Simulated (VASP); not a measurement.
Wanted: the native input for a VASP 6.6.1 run.

| Item | Value |
| --- | --- |
| Task | dielectric tensor |
| Functional | LDA |
| Potentials or basis | VASP PAW LDA potentials, release 64 (Al, N) |
| Cutoff | 520 eV |
| k mesh | 9 × 9 × 6 |
| Occupations | gaussian, width 0.05 eV |
| Spin | no spin polarisation |
| Further INCAR settings | ALGO = Normal; EDIFF = 1e-08 |

The structure of AlN lies in POSCAR:

```
AlN
1.0
    3.0908950000      0.0000000000      0.0000000000
   -1.5454475000      2.6767935904      0.0000000000
    0.0000000000      0.0000000000      4.9467410000
Al N
2 2
Direct
    0.3333333333      0.6666666667      0.0000000000
    0.6666666667      0.3333333333      0.5000000000
    0.3333333333      0.6666666667      0.3819060000
    0.6666666667      0.3333333333      0.8819060000
```

The cell was built by a generator and needn't be a form met in nature.

These files were run (other wordings do the same):

INCAR

```
SYSTEM = AlN
PREC = Accurate
ENCUT = 520
EDIFF = 1E-8
ISMEAR = 0
SIGMA = 0.05
LREAL = .FALSE.
LASPH = .TRUE.
NELM = 80
ALGO = Normal
ISIF = 2
LWAVE = .FALSE.
LCHARG = .FALSE.
LEPSILON = .TRUE.
```

KPOINTS

```
Automatic mesh
0
G
  9 9 6
  0 0 0
```

Potentials or basis: VASP PAW LDA potentials, release 64 (Al, N).

Command:

```sh
$ cat potpaw_LDA.64/Al/POTCAR potpaw_LDA.64/N/POTCAR > POTCAR
$ mpirun -np 1 vasp_std > vasp.out
```

It gave:

| Quantity | Value |
| --- | --- |
| Band gap on the k mesh | 4.41 eV, direct |
| Electronic dielectric tensor (diagonal) | 4.40, 4.40, 4.62 |
| Born charges (mean of the diagonal) | Al +2.56; N -2.56 e |

Caveat: an odd mesh through Γ misses points on the zone boundary, where band edges often lie.

Run time: 120 s on 1 thread of Intel(R) Xeon(R) Platinum 8488C (Sapphire Rapids), with other jobs on the host, peak memory 0.27 GiB.
